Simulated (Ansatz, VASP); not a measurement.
## Two plane-wave programs on Au

```
CELL_PARAMETERS angstrom
1.41131 -2.55593 0.00000
1.41131 2.55593 0.00000
0.00000 0.00000 4.89317
ATOMIC_POSITIONS crystal
Au 0.66533 0.33467 0.25000
Au 0.33467 0.66533 0.75000
```

This isn't the form of Au at room conditions, which is fcc.

Alike in both runs: task single point; functional PBE; k mesh 6 × 6 × 4; occupations gaussian, width 0.1 eV; no spin polarisation.

|  | VASP | Ansatz |
| --- | --- | --- |
| version | VASP 6.6.1 | Ansatz 0.2.0 |
| potentials or method | VASP PAW PBE potentials, release 64 (Au) | scalar-relativistic, plane waves, PAW |
| plane-wave cutoff (eV) | 520 | 420 |
| valence electrons in the cell | 22 | 38 |

|  | VASP | Ansatz | Ansatz less VASP |
| --- | --- | --- | --- |
| gap on the k mesh at the Fermi level (eV) | none | none | - |
| pressure (GPa) | 3.2 | 3.4 | +0.23 |
| largest component of the traceless stress (GPa) | 4.89 | 4.87 | -0.021 |
| rms of the force components (eV/Å) | 0.014 | 0.016 | +0.0020 |

Atom by atom the forces differ by 0.002 eV/Å (rms over components). A gap of «none» marks a metal or a gap that the smearing closes. The two sets of potentials don't hold the same shells in valence.

Caveats: the k mesh is coarse (spacing up to 0.42 Å⁻¹), so the values aren't converged. Spin-orbit coupling is left out, which matters for the levels of Au.
